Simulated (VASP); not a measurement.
# Al (Fm-3m) in VASP: notebook

The runs below take Al through relaxation of cell and atoms, with r2SCAN+rVV10.

Everything below comes from runs of VASP 6.6.1. Logs are shortened: lines on timing, memory, paths and dates and some standing lists are left out, and cuts for length are marked.

## (1) Starting point

The structure is cubic, space group Fm-3m (No. 225). Conventional cell: a = 4.050 Å, b = 4.050 Å, c = 4.050 Å, α = 90.00°, β = 90.00°, γ = 90.00°. Al (site symmetry m-3m) is surrounded by 12 Al at 2.86 Å.

## (2) Relaxation of cell and atoms, r2SCAN+rVV10

Input file INCAR:

```
SYSTEM = Al
PREC = Accurate ; ENCUT = 520
EDIFF = 1E-7 ; ISMEAR = 0
SIGMA = 0.1 ; LREAL = .FALSE.
LASPH = .TRUE. ; NELM = 80
ALGO = Normal ; ISIF = 3
LWAVE = .FALSE. ; LCHARG = .FALSE.
METAGGA = R2SCAN ; LMIXTAU = .TRUE.
LUSE_VDW = .TRUE. ; IVDW_NL = 2
BPARAM = 11.95 ; CPARAM = 0.0093
IBRION = 2 ; NSW = 80
EDIFFG = -0.002
```

Input file KPOINTS:

```
regular mesh
0
G
  18 18 18
  0 0 0
```

Input file POSCAR:

```
Al
1.0
    0.0000000000      2.0248050000      2.0248050000
    2.0248050000      0.0000000000      2.0248050000
    2.0248050000      2.0248050000      0.0000000000
Al
1
Direct
    0.0000000000      0.0000000000      0.0000000000
```

Potentials or basis: VASP PAW PBE potentials, release 64 (Al).

On the command line:

```
cat potpaw_PBE.64/Al/POTCAR > POTCAR
mpirun -np 1 vasp_std > vasp.out
```

OUTCAR:

```text
SYSTEM = Al
   PREC = Accurate
   ENCUT = 520
   EDIFF = 1E-7
   ISMEAR = 0
   LREAL = .FALSE.
   LASPH = .TRUE.
   NELM = 80
   ISIF = 3
   METAGGA = R2SCAN
   IVDW_NL = 2
   BPARAM = 11.95
   IBRION = 2
   NSW = 80
   EDIFFG = -0.002

 ion  position               nearest neighbor table
   1  0.000  0.000  0.000-

  LATTYP: Found a face centered cubic cell.
 ALAT       =     4.0496100000

  Lattice vectors:

 A1 = (   0.0000000000,   2.0248050000,   2.0248050000)
 A2 = (   2.0248050000,   0.0000000000,   2.0248050000)
 A3 = (   2.0248050000,   2.0248050000,   0.0000000000)

Analysis of symmetry for initial positions (statically):
=====================================================================
 Subroutine PRICEL returns:
 Original cell was already a primitive cell.

 Routine SETGRP: Setting up the symmetry group for a
 face centered cubic supercell.

 Subroutine GETGRP returns: Found 48 space group operations
 (whereof 48 operations were pure point group operations)
 out of a pool of 48 trial point group operations.

The static configuration has the point symmetry O_h .

Analysis of symmetry for dynamics (positions and initial velocities):
=====================================================================
 Subroutine PRICEL returns:
 Original cell was already a primitive cell.

 Routine SETGRP: Setting up the symmetry group for a
 face centered cubic supercell.

 Subroutine GETGRP returns: Found 48 space group operations
 (whereof 48 operations were pure point group operations)
 out of a pool of 48 trial point group operations.

The dynamic configuration has the point symmetry O_h .

 Subroutine INISYM returns: Found 48 space group operations
 (whereof 48 operations are pure point group operations),
 and found     1 'primitive' translations

----------------------------------------------------------------------------------------

                                     Primitive cell

  volume of cell :      16.6027

  direct lattice vectors                    reciprocal lattice vectors
     0.000000000  2.024805000  2.024805000    -0.246937359  0.246937359  0.246937359
     2.024805000  0.000000000  2.024805000     0.246937359 -0.246937359  0.246937359
     2.024805000  2.024805000  0.000000000     0.246937359  0.246937359 -0.246937359

  length of vectors
     2.863506692  2.863506692  2.863506692     0.427708053  0.427708053  0.427708053

  position of ions in fractional coordinates (direct lattice)
     0.000000000  0.000000000  0.000000000

  ion indices of the primitive-cell ions
   primitive index   ion index
                 1           1

----------------------------------------------------------------------------------------

 KPOINTS: regular mesh

Automatic generation of k-mesh.
 Grid dimensions read from file:
 generate k-points for:   18   18   18

 Generating k-lattice:

  Cartesian coordinates                     Fractional coordinates (reciprocal lattice)
    -0.013718742  0.013718742  0.013718742     0.055555556  0.000000000  0.000000000
     0.013718742 -0.013718742  0.013718742     0.000000000  0.055555556  0.000000000
     0.013718742  0.013718742 -0.013718742     0.000000000  0.000000000  0.055555556

  Length of vectors
     0.023761558  0.023761558  0.023761558

  Shift w.r.t. Gamma in fractional coordinates (k-lattice)
     0.000000000  0.000000000  0.000000000

 Subroutine IBZKPT returns following result:
 ===========================================

 Found    195 irreducible k-points:

 Following reciprocal coordinates:
            Coordinates               Weight
  0.000000  0.000000  0.000000      1.000000
  0.055556  0.000000  0.000000      8.000000
  0.111111  0.000000  0.000000      8.000000
  0.166667  0.000000  0.000000      8.000000
  0.222222  0.000000  0.000000      8.000000
  0.277778  0.000000  0.000000      8.000000
[... 16 lines left out ...]
 -0.277778  0.055556  0.000000     24.000000
 -0.222222  0.055556  0.000000     24.000000
 [... further k-points ...]
   k-points           NKPTS =    195   k-points in BZ     NKDIM =    195   number of bands    NBANDS=      5
   number of dos      NEDOS =    301   number of ions     NIONS =      1
   total plane-waves  NPLWV =  13824
   dimension x,y,z NGX =    24 NGY =   24 NGZ =   24
   dimension x,y,z NGXF=    48 NGYF=   48 NGZF=   48
   ions per type =               1
   NGX,Y,Z   is equivalent  to a cutoff of  13.93, 13.93, 13.93 a.u.
   NGXF,Y,Z  is equivalent  to a cutoff of  27.87, 27.87, 27.87 a.u.
 SYSTEM =  Al
   PREC   = accura    normal or accurate (medium, high low for compatibility)
   ISTART =      0    job   : 0-new  1-cont  2-samecut
   ICHARG =      2    charge: 1-file 2-atom 10-const
   ISPIN  =      1    spin polarized calculation?
   LNONCOLLINEAR =      F non collinear calculations
   LSORBIT =      F    spin-orbit coupling
   LASPH  =      T    aspherical Exc in radial PAW
   ENCUT  =  520.0 eV  38.22 Ry    6.18 a.u.   5.32  5.32  5.32*2*pi/ulx,y,z
   NELM   =     80;   NELMIN=  2; NELMDL= -5     # of ELM steps
   EDIFF  = 0.1E-06   stopping-criterion for ELM
   LREAL  =      F    real-space projection
   EDIFFG = -.2E-02   stopping-criterion for IOM
   NSW    =     80    number of steps for IOM
   IBRION =      2    ionic relax: 0-MD 1-quasi-New 2-CG
   NFREE  =      1    steps in history (QN), initial steepest desc. (CG)
   ISIF   =      3    stress and relaxation
   ISYM   =      2    0-nonsym 1-usesym 2-fastsym
   POTIM  = 0.5000    time-step for ionic-motion
   TEBEG  =    0.0;   TEEND  =   0.0 temperature during run
   PSTRESS=    0.0 pullay stress
   NELECT =       3.0000    total number of electrons
   NUPDOWN=      -1.0000    fix difference up-down
   EMIN   =  10.00;   EMAX   =-10.00  energy-range for DOS
   EFERMI =   0.00;   METHOD = LEGACY
   ISMEAR =     0;   SIGMA  =   0.10  broadening in eV -4-tet -1-fermi 0-gaus
   EFERMI_NEDOS =   21; number of points for ismear=-14 and -15
   IALGO  =     38    algorithm
   IMIX   =      4    mixing-type and parameters
     AMIX     =   0.40;   BMIX     =  1.00
     AMIX_MAG =   1.60;   BMIX_MAG =  1.00
  volume/ion in A,a.u.               =      16.60       112.04
  Fermi-wavevector in a.u.,A,eV,Ry     =   0.925526  1.748991 11.654733  0.856599
  Thomas-Fermi vector in A             =   2.051390
   LORBIT       =      0    0 simple, 1 ext, 2 COOP (PROOUT), +10 PAW based schemes
   METAGGA = R2SCAN    functional components
   LHFCALC =     F    Hartree Fock is set to
   AEXX    =    0.0000 exact exchange contribution
   IVDW_NL    =     2    kernel type
   BPARAM     =11.9500
   IVDW    =     0    specifies the selected vdW correction
   LEPSILON=     F    determine dielectric tensor
   LRPA    =     F    only Hartree local field effects (RPA)
 conjugate gradient relaxation of ions
 non-spin polarized calculation
 Gauss-broadening in eV      SIGMA  =   0.10
  energy-cutoff  :      520.00
  volume of cell :       16.60
 maximum number of plane-waves:       459
 NGX is ok and might be reduce to    24

--------------------------------------- Ionic step        1  -------------------------------------------

 number of electron       3.0000000 magnetization

 Free energy of the ion-electron system (eV)
  ---------------------------------------------------
  ext. energy  EPLUGINS =         0.00000000
  ---------------------------------------------------
  free energy    TOTEN  =        -6.66018557 eV

  energy without entropy =       -6.65739150  energy(sigma->0) =       -6.65878853

------------------------ aborting loop because EDIFF is reached ----------------------------------------

  FORCE on cell =-STRESS in cart. coord.  units (eV):
  Direction    XX          YY          ZZ          XY          YZ          ZX
  --------------------------------------------------------------------------------------
  -------------------------------------------------------------------------------------
  Total       -0.4276665     -0.4276665     -0.4276665      0.0000000      0.0000000      0.0000000
  in kB      -41.2701618    -41.2701618    -41.2701618      0.0000000      0.0000000      0.0000000
  external PRESSURE =     -41.2701618 kB  Pullay stress =       0.0000000 kB
[... 86 lines left out ...]
  FREE ENERGIE OF THE ION-ELECTRON SYSTEM (eV)
  ---------------------------------------------------
  free  energy   TOTEN  =        -6.6711879250 eV

  energy  without entropy=       -6.6686907178  energy(sigma->0) =       -6.66993932

[... ionic steps 4 to 15 ...]

--------------------------------------- Ionic step       16  -------------------------------------------

 number of electron       3.0000000 magnetization

------------------------ aborting loop because EDIFF is reached ----------------------------------------

  FORCE on cell =-STRESS in cart. coord.  units (eV):
  Direction    XX          YY          ZZ          XY          YZ          ZX
  --------------------------------------------------------------------------------------
  -------------------------------------------------------------------------------------
  Total       -0.0022277     -0.0022277     -0.0022277     -0.0000000     -0.0000000      0.0000000
  in kB       -0.2258587     -0.2258587     -0.2258587     -0.0000000     -0.0000000      0.0000000
  external PRESSURE =      -0.2258587 kB  Pullay stress =       0.0000000 kB
[... 55 lines left out ...]
  energy  without entropy=       -6.6686892538  energy(sigma->0) =       -6.66993861

--------------------------------------- Ionic step       18  -------------------------------------------

 number of electron       3.0000000 magnetization

 Free energy of the ion-electron system (eV)
  ---------------------------------------------------
  ext. energy  EPLUGINS =         0.00000000
  ---------------------------------------------------
  free energy    TOTEN  =        -6.67118744 eV

  energy without entropy =       -6.66868718  energy(sigma->0) =       -6.66993731

 E-fermi :   8.4710     XC(G=0): -11.0747

 val. band max:        8.4673152430   @ k =  -0.3333   0.4444   0.1111
 cond. band min:       8.5158360508   @ k =  -0.3333   0.3889   0.0556
 fundamental gap:      0.0485208078
 Fermi energy:         8.4710428387

 k-point     1 :       0.0000    0.0000    0.0000
  band No.  band energies     occupation
      1      -3.6817      2.00000
      2      22.0378      0.00000
      3      22.0378      0.00000
      4      22.0378      0.00000
      5      24.2935      0.00000

 k-point     2 :       0.0556    0.0000    0.0000
  band No.  band energies     occupation
      1      -3.5900      2.00000
      2      20.5090      0.00000
      3      21.7858      0.00000
      4      21.7858      0.00000
      5      24.6926      0.00000
[... 169 lines left out ...]
 k-point    24 :      -0.2222    0.0556    0.0000
  band No.  band energies     occupation
      1      -1.8889      2.00000
      2      12.6506      0.00000
      3      18.6523      0.00000
      4      21.7362      0.00000
      5      23.6842      0.00000

 [... further k-points ...]

------------------------ aborting loop because EDIFF is reached ----------------------------------------

  FORCE on cell =-STRESS in cart. coord.  units (eV):
  Direction    XX          YY          ZZ          XY          YZ          ZX
  --------------------------------------------------------------------------------------
  -------------------------------------------------------------------------------------
  Total        0.0008143      0.0008143      0.0008143      0.0000000     -0.0000000     -0.0000000
  in kB        0.0825723      0.0825723      0.0825723      0.0000000     -0.0000000     -0.0000000
  external PRESSURE =       0.0825723 kB  Pullay stress =       0.0000000 kB
[... 16 lines left out ...]
  FREE ENERGIE OF THE ION-ELECTRON SYSTEM (eV)
  ---------------------------------------------------
  free  energy   TOTEN  =        -6.6711874370 eV

  energy  without entropy=       -6.6686871758  energy(sigma->0) =       -6.66993731

 reached required accuracy - stopping structural energy minimisation
```

Run time: 4.2 min. Hardware: 1 thread of Intel Xeon 6975P-C (Granite Rapids), shared host; peak memory 0.22 GiB.

Results:

* Free energy: -6.6712 eV
* Relaxed volume: 15.80 Å³/atom
* Relaxed cell: a = 2.817 Å, b = 2.817 Å, c = 2.817 Å, α = 60.00°, β = 60.00°, γ = 60.00°
* Space group after relaxing (to 0.05 Å): Fm-3m (No. 225)
* Energy gained by relaxing: 11.0 meV/atom
* Ionic steps: 18
* Pressure after relaxing: 0.0 GPa
* Band gap on the k mesh: none (metal or under the smearing width)

The path:
```
step  energy change (eV)  largest force (eV/Å)  pressure (GPa)  volume (Å³)
   1              0.0000                0.0000           -4.13        16.60
   2             -0.0103                0.0000            1.25        15.60
   3             -0.0110                0.0000            0.04        15.79
   4             -0.0110                0.0000           -0.06        15.81
   5             -0.0110                0.0000           -0.06        15.81
   6             -0.0110                0.0000           -0.05        15.81
   7             -0.0110                0.0000           -0.05        15.81
   8             -0.0110                0.0000           -0.05        15.81
   9             -0.0110                0.0000           -0.05        15.81
  10             -0.0110                0.0000           -0.05        15.81
  11             -0.0110                0.0000           -0.05        15.81
  12             -0.0110                0.0000           -0.05        15.81
  13             -0.0110                0.0000           -0.05        15.81
  14             -0.0110                0.0000           -0.04        15.81
  15             -0.0110                0.0000           -0.04        15.81
  16             -0.0110                0.0000           -0.02        15.80
  17             -0.0110                0.0000            0.02        15.80
  18             -0.0110                0.0000            0.01        15.80
```

Final structure:
```
Al
1.0
     0.00000    1.99162    1.99162
     1.99162    0.00000    1.99162
     1.99162    1.99162    0.00000
Al
1
Direct
  0.00000 0.00000 0.00000
```

Levels at points of the mesh, in eV from the Fermi level:
```tsv
k point	band 1	band 2	band 3	band 4	band 5
(0.00, 0.00, 0.00)	-12.15	13.57	13.57	13.57	15.82
(0.50, 0.00, 0.00)	-5.18	-4.60	12.28	12.28	12.81
(0.50, 0.50, 0.00)	-3.27	-1.68	5.47	6.21	6.21
```

Caveat: the PAW data sets were made with another functional, which shifts forces and pressure a little.

## (3) Relaxation of cell and atoms, r2SCAN+rVV10

This run uses another cell than the first one, of 15.80 Å³/atom, 0.952 times its volume.

INCAR is that of step 2.

KPOINTS is that of step 2.

Input file POSCAR:

```
Al                                      
1.0
    0.0000000000      1.9916179860      1.9916179860
    1.9916179860      0.0000000000      1.9916179860
    1.9916179860      1.9916179860     -0.0000000000
  Al            
     1
Direct
     0.0000000000000000    0.0000000000000000    0.0000000000000000
```

Potentials or basis: VASP PAW PBE potentials, release 64 (Al).

On the command line:

```
cat potpaw_PBE.64/Al/POTCAR > POTCAR
mpirun -np 1 vasp_std > vasp.out
```

Run time: 49 s. Hardware: 1 thread of Intel Xeon 6975P-C (Granite Rapids), shared host; peak memory 0.21 GiB.

Results (log left out):

| Quantity | Value |
| --- | --- |
| Free energy | -6.6712 eV |
| Pressure after relaxing | 0.0 GPa |
| Band gap on the k mesh | none (metal or under the smearing width) |

Final structure:
```
CELL_PARAMETERS angstrom
0.00000 1.99162 1.99162
1.99162 0.00000 1.99162
1.99162 1.99162 0.00000
ATOMIC_POSITIONS crystal
Al 0.00000 0.00000 0.00000
```

Levels at points of the mesh, in eV from the Fermi level:
```tsv
k point	band 1	band 2	band 3	band 4	band 5
(0.00, 0.00, 0.00)	-12.15	13.57	13.57	13.57	15.82
(0.50, 0.00, 0.00)	-5.18	-4.60	12.28	12.28	12.81
(0.50, 0.50, 0.00)	-3.27	-1.68	5.47	6.21	6.21
```

Caveat: the relaxation stopped at its first step, so nothing moved; the PAW data sets were made with another functional, which shifts forces and pressure a little.
